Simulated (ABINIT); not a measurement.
# KTaO3 (Pm-3m) in ABINIT: further runs

The runs below take KTaO3 through single point, with PBE.

Program: ABINIT 10.8.3 (patched build). These are calculated values, not measurements. Logs are shortened: lines on timing, memory, paths and dates and some standing lists are left out, and cuts for length are marked. The log counts tension as positive stress, the text compression.

**1. The structure**

It takes space group Pm-3m (No. 221, cubic). Conventional cell: a = 3.988 Å, b = 3.988 Å, c = 3.988 Å, α = 90.00°, β = 90.00°, γ = 90.00°. Ta (site symmetry m-3m) has 6 O at 1.99 Å as nearest neighbours. K (site symmetry m-3m) is surrounded by 12 O at 2.82 Å. Around O (site symmetry 4/mmm) lie 2 Ta at 1.99 Å.

**2. Single point, PBE**

File run.abi:

```
# Pseudopotentials
pp_dirpath "./"
pseudos "Ta.upf, K.upf, O.upf"

# Structure
acell 3.9883 3.9883 3.9883 Angstrom
rprim
     1.0000000000     0.0000000000     0.0000000000
     0.0000000000     1.0000000000     0.0000000000
     0.0000000000     0.0000000000     1.0000000000
ntypat 3
znucl 73 19 8
natom 5
typat 1 2 3 3 3
xred
     0.0000000000     0.0000000000     0.0000000000
     0.5000000000     0.5000000000     0.5000000000
     0.0000000000     0.0000000000     0.5000000000
     0.0000000000     0.5000000000     0.0000000000
     0.5000000000     0.0000000000     0.0000000000

# Plane-wave basis
ecut 35.0

# k points
kptopt 1
ngkpt 5 5 5
nshiftk 1
shiftk 0.0 0.0 0.0

# Exchange and correlation
ixc 11

# Bands and occupations
nband 24
occopt 3
tsmear 0.00183747

# SCF cycle
nstep 100
tolvrs 1.0e-10

# Output
iomode 3
prtwf 0
prtden 0
prteig 0
prtebands 0
```

Potentials or basis: PseudoDojo NC SR PBE v0.4.1 standard.

Run with:

```
abinit run.abi > log 2>&1
```

run.abo:

```text
.Version 10.8.3 of ABINIT
 Symmetries : space group Pm -3 m (#221); Bravais cP (primitive cubic)
================================================================================
 Values of the parameters that define the memory need of the present run
     intxc =       0    ionmov =       0      iscf =       7    lmnmax =       8
     lnmax =       8     mgfft =      45  mpssoang =       4    mqgrid =    3001
     natom =       5  nloc_mem =       1    nspden =       1   nspinor =       1
    nsppol =       1      nsym =      48    n1xccc =    2501    ntypat =       3
    occopt =       3   xclevel =       2
       mpw =        4248          nfft =       91125          nkpt =          10
================================================================================
================================================================================

--------------------------------------------------------------------------------
------------- Echo of variables that govern the present computation ------------
--------------------------------------------------------------------------------
 -outvars: echo values of preprocessed input variables --------
            acell      7.5367947080E+00  7.5367947080E+00  7.5367947080E+00 Bohr
              amu      1.80947900E+02  3.90983000E+01  1.59994000E+01
             ecut      3.50000000E+01 Hartree
              ixc          11
         kptrlatt        5    0    0      0    5    0      0    0    5
          kptrlen      3.76839735E+01
            natom           5
            nband          24
            ngfft          45      45      45
             nkpt          10
            nstep         100
             nsym          48
           ntypat           3
           occopt           3
           prtden           0
        prtebands           0
           prteig           0
            prtwf           0
          spgroup         221
           tolvrs      1.00000000E-10
           tsmear      1.83747000E-03 Hartree
            typat      1  2  3  3  3
           xangst      0.0000000000E+00  0.0000000000E+00  0.0000000000E+00
                       1.9941500000E+00  1.9941500000E+00  1.9941500000E+00
                       0.0000000000E+00  0.0000000000E+00  1.9941500000E+00
                       0.0000000000E+00  1.9941500000E+00  0.0000000000E+00
                       1.9941500000E+00  0.0000000000E+00  0.0000000000E+00
            xcart      0.0000000000E+00  0.0000000000E+00  0.0000000000E+00
                       3.7683973540E+00  3.7683973540E+00  3.7683973540E+00
                       0.0000000000E+00  0.0000000000E+00  3.7683973540E+00
                       0.0000000000E+00  3.7683973540E+00  0.0000000000E+00
                       3.7683973540E+00  0.0000000000E+00  0.0000000000E+00
             xred      0.0000000000E+00  0.0000000000E+00  0.0000000000E+00
                       5.0000000000E-01  5.0000000000E-01  5.0000000000E-01
                       0.0000000000E+00  0.0000000000E+00  5.0000000000E-01
                       0.0000000000E+00  5.0000000000E-01  0.0000000000E+00
                       5.0000000000E-01  0.0000000000E+00  0.0000000000E+00
            znucl       73.00000   19.00000    8.00000

================================================================================

 chkinp: Checking input parameters for consistency.

================================================================================
== DATASET  1 ==================================================================

--- !DatasetInfo
iteration_state: {dtset: 1, }
dimensions: {natom: 5, nkpt: 10, mband: 24, nsppol: 1, nspinor: 1, nspden: 1, mpw: 4248, }
cutoff_energies: {ecut:  35.0, pawecutdg:  -1.0, }
electrons: {nelect:   4.00000000E+01, charge:   0.00000000E+00, occopt:   3.00000000E+00, tsmear:   1.83747000E-03, }
meta: {optdriver: 0, ionmov: 0, optcell: 0, iscf: 7, paral_kgb: 0, }
...

 Exchange-correlation functional for the present dataset will be:
  GGA: Perdew-Burke-Ernzerhof functional - ixc=11
  J.P.Perdew, K.Burke, M.Ernzerhof, PRL 77, 3865 (1996)

 Real(R)+Recip(G) space primitive vectors, cartesian coordinates (Bohr,Bohr^-1):
 R(1)=  7.5367947  0.0000000  0.0000000  G(1)=  0.1326824  0.0000000  0.0000000
 R(2)=  0.0000000  7.5367947  0.0000000  G(2)=  0.0000000  0.1326824  0.0000000
 R(3)=  0.0000000  0.0000000  7.5367947  G(3)=  0.0000000  0.0000000  0.1326824
 Unit cell volume ucvol=  4.2811462E+02 bohr^3
 Angles (23,13,12)=  9.00000000E+01  9.00000000E+01  9.00000000E+01 degrees

 getcut: wavevector=  0.0000  0.0000  0.0000  ngfft=  45  45  45
         ecut(hartree)=     35.000   => boxcut(ratio)=   2.19213
[... 63 lines left out ...]
- [  0.00000000E+00,   0.00000000E+00,  -1.05207389E-04, ]
pressure_GPa:   3.0953E+00
xred      :
- [  0.0000E+00,   0.0000E+00,   0.0000E+00, Ta]
- [  5.0000E-01,   5.0000E-01,   5.0000E-01,  K]
- [  0.0000E+00,   0.0000E+00,   5.0000E-01,  O]
- [  0.0000E+00,   5.0000E-01,   0.0000E+00,  O]
- [  5.0000E-01,   0.0000E+00,   0.0000E+00,  O]
cartesian_forces: # hartree/bohr
- [ -0.00000000E+00,  -0.00000000E+00,  -0.00000000E+00, ]
- [ -0.00000000E+00,  -0.00000000E+00,  -0.00000000E+00, ]
- [ -0.00000000E+00,  -0.00000000E+00,  -0.00000000E+00, ]
- [ -0.00000000E+00,  -0.00000000E+00,  -0.00000000E+00, ]
- [ -0.00000000E+00,  -0.00000000E+00,  -0.00000000E+00, ]
force_length_stats: {min:   0.00000000E+00, max:   0.00000000E+00, mean:   0.00000000E+00, }
...

 Integrated electronic density in atomic spheres:
 ------------------------------------------------
 Atom  Sphere_radius  Integrated_density
    1        2.00000          9.05901787
    2        2.00000          6.95574455
    3        2.00000          6.32874490
    4        2.00000          6.32874490
    5        2.00000          6.32874490
================================================================================

 ----iterations are completed or convergence reached----

 Mean square residual over all n,k,spin=   15.061E-07; max=  21.490E-05
 reduced coordinates (array xred) for    5 atoms
       0.000000000000      0.000000000000      0.000000000000
       0.500000000000      0.500000000000      0.500000000000
       0.000000000000      0.000000000000      0.500000000000
       0.000000000000      0.500000000000      0.000000000000
       0.500000000000      0.000000000000      0.000000000000
 rms dE/dt=  0.0000E+00; max dE/dt=  0.0000E+00; dE/dt below (all hartree)
    1       0.000000000000      0.000000000000      0.000000000000
    2       0.000000000000      0.000000000000      0.000000000000
    3       0.000000000000      0.000000000000      0.000000000000
    4       0.000000000000      0.000000000000      0.000000000000
    5       0.000000000000      0.000000000000      0.000000000000

 cartesian coordinates (angstrom) at end:
    1      0.00000000000000     0.00000000000000     0.00000000000000
    2      1.99415000000000     1.99415000000000     1.99415000000000
    3      0.00000000000000     0.00000000000000     1.99415000000000
    4      0.00000000000000     1.99415000000000     0.00000000000000
    5      1.99415000000000     0.00000000000000     0.00000000000000

 cartesian forces (hartree/bohr) at end:
    1     -0.00000000000000    -0.00000000000000    -0.00000000000000
    2     -0.00000000000000    -0.00000000000000    -0.00000000000000
    3     -0.00000000000000    -0.00000000000000    -0.00000000000000
    4     -0.00000000000000    -0.00000000000000    -0.00000000000000
    5     -0.00000000000000    -0.00000000000000    -0.00000000000000
 frms,max,avg= 0.0000000E+00 0.0000000E+00   0.000E+00  0.000E+00  0.000E+00 h/b

 cartesian forces (eV/Angstrom) at end:
    1     -0.00000000000000    -0.00000000000000    -0.00000000000000
    2     -0.00000000000000    -0.00000000000000    -0.00000000000000
    3     -0.00000000000000    -0.00000000000000    -0.00000000000000
    4     -0.00000000000000    -0.00000000000000    -0.00000000000000
    5     -0.00000000000000    -0.00000000000000    -0.00000000000000
 frms,max,avg= 0.0000000E+00 0.0000000E+00   0.000E+00  0.000E+00  0.000E+00 e/A
 length scales=  7.536794707958  7.536794707958  7.536794707958 bohr
              =  3.988300000000  3.988300000000  3.988300000000 angstroms
 Fermi (or HOMO) energy (hartree) =   0.24892   Average Vxc (hartree)=  -0.40694
 Eigenvalues (hartree) for nkpt=  10  k points:
 kpt#   1, nband= 24, wtk=  0.00800, kpt=  0.0000  0.0000  0.0000 (reduced coord)
  -2.27424   -1.04280   -1.04280   -1.04280   -0.79458   -0.43344   -0.40780   -0.40780
  -0.18996   -0.18996   -0.18996    0.12010    0.12010    0.12010    0.17000    0.17000
   0.17000    0.18524    0.18524    0.18524    0.29077    0.29077    0.29077    0.45466
      occupation numbers for kpt#   1
   2.00000    2.00000    2.00000    2.00000    2.00000    2.00000    2.00000    2.00000
   2.00000    2.00000    2.00000    2.00000    2.00000    2.00000    2.00000    2.00000
   2.00000    2.00000    2.00000    2.00000    0.00000    0.00000    0.00000    0.00000
 prteigrs : prtvol=0 or 1, do not print more k-points.

--- !EnergyTerms
iteration_state     : {dtset: 1, }
comment             : Components of total free energy in Hartree
kinetic             :  6.06469919801889E+01
hartree             :  2.84705346093141E+01
xc                  : -3.38339751285591E+01
Ewald energy        : -1.03682236344862E+02
psp_core            :  4.54987038192147E+00
local_psp           : -1.02342435677593E+02
non_local_psp       :  1.17059180781760E+00
internal            : -1.45020658371772E+02
'-kT*entropy'       : -1.02972238069860E-12
total_energy        : -1.45020658371773E+02
total_energy_eV     : -3.94621314860078E+03
band_energy         : -1.38318711245663E+01
...

 Cartesian components of stress tensor (hartree/bohr^3)
  sigma(1 1)= -1.05207389E-04  sigma(3 2)=  0.00000000E+00
  sigma(2 2)= -1.05207389E-04  sigma(3 1)=  0.00000000E+00
  sigma(3 3)= -1.05207389E-04  sigma(2 1)=  0.00000000E+00

-Cartesian components of stress tensor (GPa)         [Pressure=  3.0953E+00 GPa]
- sigma(1 1)= -3.09530824E+00  sigma(3 2)=  0.00000000E+00
- sigma(2 2)= -3.09530824E+00  sigma(3 1)=  0.00000000E+00
- sigma(3 3)= -3.09530824E+00  sigma(2 1)=  0.00000000E+00

== END DATASET(S) ==============================================================
================================================================================

 -outvars: echo values of variables after computation  --------
            acell      7.5367947080E+00  7.5367947080E+00  7.5367947080E+00 Bohr
           etotal     -1.4502065837E+02
            fcart     -0.0000000000E+00 -0.0000000000E+00 -0.0000000000E+00
                      -0.0000000000E+00 -0.0000000000E+00 -0.0000000000E+00
                      -0.0000000000E+00 -0.0000000000E+00 -0.0000000000E+00
                      -0.0000000000E+00 -0.0000000000E+00 -0.0000000000E+00
                      -0.0000000000E+00 -0.0000000000E+00 -0.0000000000E+00
           strten     -1.0520738855E-04 -1.0520738855E-04 -1.0520738855E-04
                       0.0000000000E+00  0.0000000000E+00  0.0000000000E+00
           xangst      0.0000000000E+00  0.0000000000E+00  0.0000000000E+00
                       1.9941500000E+00  1.9941500000E+00  1.9941500000E+00
                       0.0000000000E+00  0.0000000000E+00  1.9941500000E+00
                       0.0000000000E+00  1.9941500000E+00  0.0000000000E+00
                       1.9941500000E+00  0.0000000000E+00  0.0000000000E+00
             xred      0.0000000000E+00  0.0000000000E+00  0.0000000000E+00
                       5.0000000000E-01  5.0000000000E-01  5.0000000000E-01
                       0.0000000000E+00  0.0000000000E+00  5.0000000000E-01
                       0.0000000000E+00  5.0000000000E-01  0.0000000000E+00
                       5.0000000000E-01  0.0000000000E+00  0.0000000000E+00
 Calculation completed.
```

Run time: 40 s. Hardware: 1 thread of Intel Xeon Platinum 8488C (Sapphire Rapids), shared host; peak memory 0.09 GiB.

Results:

* Free energy: -3946.2131 eV
* Band gap on the k mesh: 2.35 eV, indirect (least direct gap 2.87 eV)
* Valence electrons inside the program's atomic spheres: Ta 9.06; K 6.96; O 6.33

Levels at points of the mesh, in eV from the valence-band top:
```tsv
k point	band 18	band 19	band 20	band 21	band 22	band 23
(0.00, 0.00, 0.00)	-0.52	-0.52	-0.52	2.35	2.35	2.35
```

Caveat: the cutoff is too short for stress, so the log's stress isn't used; spin-orbit coupling is left out, which moves the levels of the heavy elements; an odd mesh through Γ misses points on the zone boundary, where band edges often lie. PBE gaps usually lie below the measured ones, often by a third to a half.

**3. Single point, PBE**

File run.abi:

```
pp_dirpath "./"
pseudos "Ta.upf, K.upf, O.upf"

acell 3*1.0 Angstrom
rprim
     3.9883000000     0.0000000000     0.0000000000
     0.0000000000     3.9883000000     0.0000000000
     0.0000000000     0.0000000000     3.9883000000
ntypat 3
znucl 73 19 8
natom 5
typat 1 2 3 3 3
xred
     0.0000000000     0.0000000000     0.0000000000
     0.5000000000     0.5000000000     0.5000000000
     0.0000000000     0.0000000000     0.5000000000
     0.0000000000     0.5000000000     0.0000000000
     0.5000000000     0.0000000000     0.0000000000

ecut 66.0

kptopt 1
ngkpt 5 5 5
nshiftk 1
shiftk 0.0 0.0 0.0

ixc 11

nband 33
occopt 3
tsmear 0.05 eV

nstep 100
tolvrs 1.0e-10

iomode 3
prtwf 0
prtden 0
prteig 0
prtebands 0
enunit 1
prtvol 2
```

Potentials or basis: PseudoDojo NC SR PBE v0.4 stringent.

Run with:

```
abinit run.abi > log 2>&1
```

run.abo:

```text
.Version 10.8.3 of ABINIT
 Symmetries : space group Pm -3 m (#221); Bravais cP (primitive cubic)
================================================================================
 Values of the parameters that define the memory need of the present run
     intxc =       0    ionmov =       0      iscf =       7    lmnmax =       8
     lnmax =       8     mgfft =      60  mpssoang =       4    mqgrid =    3001
     natom =       5  nloc_mem =       1    nspden =       1   nspinor =       1
    nsppol =       1      nsym =      48    n1xccc =    2501    ntypat =       3
    occopt =       3   xclevel =       2
       mpw =       10987          nfft =      216000          nkpt =          10
================================================================================
================================================================================

--------------------------------------------------------------------------------
------------- Echo of variables that govern the present computation ------------
--------------------------------------------------------------------------------
 -outvars: echo values of preprocessed input variables --------
            acell      1.8897261259E+00  1.8897261259E+00  1.8897261259E+00 Bohr
              amu      1.80947900E+02  3.90983000E+01  1.59994000E+01
             ecut      6.60000000E+01 Hartree
           enunit           1
              ixc          11
         kptrlatt        5    0    0      0    5    0      0    0    5
          kptrlen      3.76839735E+01
            natom           5
            nband          33
            ngfft          60      60      60
             nkpt          10
            nstep         100
             nsym          48
           ntypat           3
           occopt           3
           prtden           0
        prtebands           0
           prteig           0
           prtvol           2
            prtwf           0
            rprim      3.9883000000E+00  0.0000000000E+00  0.0000000000E+00
                       0.0000000000E+00  3.9883000000E+00  0.0000000000E+00
                       0.0000000000E+00  0.0000000000E+00  3.9883000000E+00
[... 300 lines left out ...]
  -5.41285   -5.30098    0.36274    0.43730    1.38536    2.14825    2.26909    2.47652
   4.70363    4.74985    5.34883   10.72296   10.76490   11.56701   14.62314   15.52713
  15.86274
 kpt#  10, nband= 33, wtk=  0.06400, kpt=  0.4000  0.4000  0.4000 (reduced coord)
 -61.95935  -28.56877  -28.56853  -28.56853  -21.73592  -13.72273  -13.71894  -13.71767
 -13.71767  -13.67429  -13.67429  -13.67426  -10.47569  -10.36518  -10.36518   -5.54290
  -5.54290   -5.46586    0.36240    0.44559    0.44559    1.61554    1.76620    1.76620
   5.30682    5.30682    5.40127   11.55933   11.64770   11.64770   14.85445   14.85445
  14.85941
 Total charge density [el/Bohr^3]
)     Maximum=    4.8184E+00  at reduced coord.    0.0000    0.9167    0.9667
)Next maximum=    4.8184E+00  at reduced coord.    0.0000    0.0833    0.9667
)     Minimum=    3.1975E-03  at reduced coord.    0.5000    0.5000    0.0000
)Next minimum=    3.1975E-03  at reduced coord.    0.5000    0.0000    0.5000
   Integrated=    5.4000E+01

--- !EnergyTerms
iteration_state     : {dtset: 1, }
comment             : Components of total free energy in Hartree
kinetic             :  2.51529133971201E+02
hartree             :  1.51468686156900E+02
xc                  : -7.16576014893020E+01
Ewald energy        : -2.25705218654817E+02
psp_core            :  9.29858149273640E+00
local_psp           : -3.99133688786109E+02
non_local_psp       : -1.20115771599491E+02
internal            : -4.04315878908882E+02
'-kT*entropy'       : -1.05554705541348E-12
total_energy        : -4.04315878908883E+02
total_energy_eV     : -1.10019955463729E+04
band_energy         : -2.10882034364436E+01
...

 Cartesian components of stress tensor (hartree/bohr^3)
  sigma(1 1)= -1.65643306E-04  sigma(3 2)=  0.00000000E+00
  sigma(2 2)= -1.65643306E-04  sigma(3 1)=  0.00000000E+00
  sigma(3 3)= -1.65643306E-04  sigma(2 1)=  0.00000000E+00

-Cartesian components of stress tensor (GPa)         [Pressure=  4.8734E+00 GPa]
- sigma(1 1)= -4.87339431E+00  sigma(3 2)=  0.00000000E+00
- sigma(2 2)= -4.87339431E+00  sigma(3 1)=  0.00000000E+00
- sigma(3 3)= -4.87339431E+00  sigma(2 1)=  0.00000000E+00

== END DATASET(S) ==============================================================
================================================================================

 -outvars: echo values of variables after computation  --------
            acell      1.8897261259E+00  1.8897261259E+00  1.8897261259E+00 Bohr
           etotal     -4.0431587891E+02
            fcart     -0.0000000000E+00 -0.0000000000E+00 -0.0000000000E+00
                      -0.0000000000E+00 -0.0000000000E+00 -0.0000000000E+00
                      -0.0000000000E+00 -0.0000000000E+00 -0.0000000000E+00
                      -0.0000000000E+00 -0.0000000000E+00 -0.0000000000E+00
                      -0.0000000000E+00 -0.0000000000E+00 -0.0000000000E+00
            rprim      3.9883000000E+00  0.0000000000E+00  0.0000000000E+00
                       0.0000000000E+00  3.9883000000E+00  0.0000000000E+00
                       0.0000000000E+00  0.0000000000E+00  3.9883000000E+00
           strten     -1.6564330584E-04 -1.6564330584E-04 -1.6564330584E-04
                       0.0000000000E+00  0.0000000000E+00  0.0000000000E+00
           xangst      0.0000000000E+00  0.0000000000E+00  0.0000000000E+00
                       1.9941500000E+00  1.9941500000E+00  1.9941500000E+00
                       0.0000000000E+00  0.0000000000E+00  1.9941500000E+00
                       0.0000000000E+00  1.9941500000E+00  0.0000000000E+00
                       1.9941500000E+00  0.0000000000E+00  0.0000000000E+00
             xred      0.0000000000E+00  0.0000000000E+00  0.0000000000E+00
                       5.0000000000E-01  5.0000000000E-01  5.0000000000E-01
                       0.0000000000E+00  0.0000000000E+00  5.0000000000E-01
                       0.0000000000E+00  5.0000000000E-01  0.0000000000E+00
                       5.0000000000E-01  0.0000000000E+00  0.0000000000E+00
 Calculation completed.
```

It took 5.1 min on 1 thread of Arm Neoverse V1, shared host; peak memory 0.17 GiB.

What came out:

| Quantity | Value |
| --- | --- |
| Free energy | -11001.9955 eV |
| Pressure | 4.9 GPa |
| Band gap on the k mesh | 2.34 eV, indirect (least direct gap 2.84 eV) |
| Valence electrons inside the program's atomic spheres | Ta 22.99; K 6.96; O 6.32 |

Caveat: spin-orbit coupling is left out, which moves the levels of the heavy elements; an odd mesh through Γ misses points on the zone boundary, where band edges often lie. Expect the measured gap to be larger: semilocal functionals such as PBE lack the derivative discontinuity.
